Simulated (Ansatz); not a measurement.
Straining Si2Ni

Level of theory: DFT PBE, scalar-relativistic, plane waves, PAW (Ansatz 0.2.0). Run with 420 eV cutoff, 10×10×8 k-mesh, Gaussian smearing of 0.10 eV, no spin polarisation.

Reference structure (relaxed):

```
Si Ni
1.0
     2.72339    2.72339    0.00000
    -2.72339    2.72339    0.00000
     0.00000    0.00000    5.44679
Si Ni
4 2
Direct
  0.00000 0.50000 0.75000
  0.50000 0.00000 0.75000
  0.50000 0.00000 0.25000
  0.00000 0.50000 0.25000
  0.00000 0.00000 0.00000
  0.50000 0.50000 0.50000
```

Deformation: biaxial strain in the a-b plane, with the length and tilt of c and the atoms relaxed, all within the symmetry that the strain leaves. Energies are extrapolated to zero smearing. On this cell's mesh the reference holds a stress of up to 0.62 GPa.

```csv
strain (%),ΔE (meV/atom),a (Å),b (Å),c (Å)
-6.0,47.9,3.620,3.620,5.913
-4.0,19.7,3.697,3.697,5.760
-2.0,4.8,3.774,3.774,5.593
+0.0,0.0,3.851,3.851,5.447
+2.0,3.3,3.928,3.928,5.291
+4.0,17.2,4.006,4.006,5.170
+6.0,40.5,4.083,4.083,5.060
```

Problem. Does one stiffness describe the whole range?

Solution. No: the innermost pair of points gives (1/V) d²E/dε² = 240 GPa and a cubic fit over all points 296 GPa, so terms beyond the third order count over this range.

Problem. How does the free axis c answer a small strain?

Solution. Between the innermost points its strain is -1.39 times the applied one.